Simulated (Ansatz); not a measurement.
Input for Ansatz (plane-wave DFT), Pb:

```yaml
crystal:
  lattice:
    - [3.0386068135, -1.75031996, 0.0]
    - [3.0386068135, 1.75031996, 0.0]
    - [-2.1154626375, 0.0, 6.0952248674]
  atoms:
    - { symbol: Pb, position: [0.15549159, 0.18049159, 1.0367078] }
    - { symbol: Pb, position: [0.97250841, 0.99750841, 1.4892922] }
basis:
  ecutwfc: 420
kpoints:
  mp_grid: { grid: [3, 2, 4] }
hamiltonian:
  xc: pbe
scf:
  occupations: { method: gaussian, width: 0.1 }
output:
  forces: true
  stress: true
  eigenvalues: true
```

Command:

```bash
ansatz run input.yaml --threads 1 --pin off --max-ram 1331MiB --backend cpu --events-out ev --progress --plain --runs-dir out
```

Output, shortened (HF is the Harris–Foulkes energy, dr2 the density residual in eV):

```text
Warning: crystal.symmetry: narrowed to the stabiliser of the k-point mesh — unitary ops 4 → 2; excluded 2 operations that carry a point of the 3×2×4 mesh (shift [0, 0, 0]) off the mesh (the run samples exactly the mesh kpoints.mp_grid names, as under crystal.symmetry.detect: false, and its converged state has the mesh's symmetry, not the crystal's …
Pseudopotential: Pb, paw, valence charge 14, recommended cutoff 420 eV (normal)
Crystal: 2 atoms, lattice volume = 64.835 Å³
Basis set: ecut = 420 eV, 1265 PW (Γ), exchange–correlation on 48×48×90 points (8 copies of the dense FFT grid, shifted against one another)
Bands: 18, of which v1, the nominal top of the filled ones, is band 14 counted from 1 (13 counted from 0)
Symmetry: 2 space group operations
k-points: 14 of 24
Initial density: superposition of atomic densities, corrected by the library's trained network
SCF iter   1: HF=-23813.310615 eV  Δρ=5.61e-3  dr2=3.44e-2
SCF iter   2: HF=-23813.301338 eV  Δρ=2.54e-3  dr2=7.43e-3
SCF iter   3: HF=-23813.301003 eV  Δρ=1.44e-3  dr2=4.86e-3
SCF iter   4: HF=-23813.299890 eV  Δρ=2.57e-4  dr2=2.58e-5
SCF iter   5: HF=-23813.299895 eV  Δρ=1.01e-4  dr2=3.42e-6
SCF iter   6: F=-23813.299897 eV  HF=-23813.299897 eV  Δρ=1.25e-5  dr2=8.42e-8
SCF 1 converged in 6 iterations: F = -23813.299897 eV  dr2 = 8.42e-8
SCF converged after 6 iterations
Free energy (F): -23813.299897 eV
E sigma→0 (E₀):  -23813.297228 eV
Entropy (-TS):   -0.005338 eV (-2.669 meV/atom)
Fermi energy:    9.861441 eV
--- Forces (eV/Å), atoms counted from 1 ---
  atom   1  Pb    -0.03519869    -0.05150376    -0.06890106
  atom   2  Pb     0.03519869     0.05150376     0.06890106
--- Stress (GPa, compression-positive) ---
       -2.428341     -12.245813       0.505883
      -12.245815       1.672071      -0.659482
        0.505884      -0.659481       3.144362
  P = ⅓ Tr σ = 0.7960 GPa (7.960 kbar)
```

Settings here are deliberately varied, not converged.